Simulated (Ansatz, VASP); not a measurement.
One calculation of TaN, two programs

POSCAR

```
TaN
1.0
    5.1029999488      0.0000000000      0.0000000000
   -2.5514999744      4.4193277179      0.0000000000
    0.0000000000      0.0000000000      2.8587023408
Ta N
3 3
Direct
    0.0000000000      0.0000000000      0.0000000000
    0.3333333333      0.6666666667      0.5000000000
    0.6666666667      0.3333333333      0.5000000000
    0.5000000000      0.0000000000      0.0000000000
    0.5000000000      0.5000000000      0.0000000000
    0.0000000000      0.5000000000      0.0000000000
```

INCAR.step1

```
PREC = Accurate
ENCUT = 520
ISMEAR = 0
SIGMA = 0.1
LREAL = F
LASPH = T
NELM = 60
NBANDS = 33
GGA = PE
ALGO = Normal
EDIFF = 1E-4
LWAVE = T
LCHARG = F
```

Contents of INCAR.step2:

```
PREC = Accurate
ENCUT = 520
EDIFF = 1E-6
ISMEAR = 0
SIGMA = 0.1
LREAL = F
LASPH = T
NELM = 60
ALGO = Normal
ISIF = 2
LWAVE = F
LCHARG = T
METAGGA = R2SCAN
LMIXTAU = T
LELF = T
LVHAR = T
NBANDS = 33
ISTART = 1
```

File KPOINTS:

```
regular mesh
0
Gamma
  5 5 8
```

Input for Ansatz:

```yaml
crystal:
  lattice:
    - [5.10299994880368, 0.0, 0.0]
    - [-2.55149997440184, 4.419327717943555, 0.0]
    - [0.0, 0.0, 2.858702340805452]
  atoms:
    - { symbol: Ta, position: [0.0, 0.0, 0.0] }
    - { symbol: Ta, position: [0.3333333333333333, 0.6666666666666666, 0.5] }
    - { symbol: Ta, position: [0.6666666666666666, 0.3333333333333333, 0.5] }
    - { symbol: "N", position: [0.5, 0.0, 0.0] }
    - { symbol: "N", position: [0.5, 0.5, 0.0] }
    - { symbol: "N", position: [0.0, 0.5, 0.0] }
basis:
  ecutwfc: 600.0
kpoints:
  mp_grid:
    grid: [5, 5, 8]
hamiltonian:
  xc: r2scan
scf:
  occupations:
    method: gaussian
    width: 0.1
output:
  stress: true
```

Alike in both runs: task single point; functional r2SCAN; k mesh 5 × 5 × 8; occupations gaussian, width 0.1 eV; no spin polarisation.

|  | VASP | Ansatz |
| --- | --- | --- |
| version | VASP 6.6.1 | Ansatz 0.2.0 |
| potentials or method | VASP PAW PBE potentials, release 64 (Ta_pv, N) | plane waves, PAW |
| plane-wave cutoff (eV) | 520 | 600 |
| valence electrons in the cell | 48 | 54 |

Ansatz gave:

```
pressure (GPa)                                  : 24.4
largest component of the traceless stress (GPa) : 3.76
```

Question: What did VASP give for the same quantities?

Answer: Pressure (GPa): 26.7; largest component of the traceless stress (GPa): 4.09.

The two sets of potentials don't hold the same shells in valence.

Caveats: so large a pressure means that the cell lies far from this level's equilibrium, or that cutoff or potentials fall short (VASP); the potentials were made for another functional, which shifts forces and pressure (VASP). Spin-orbit coupling is left out, which matters for the levels of Ta.
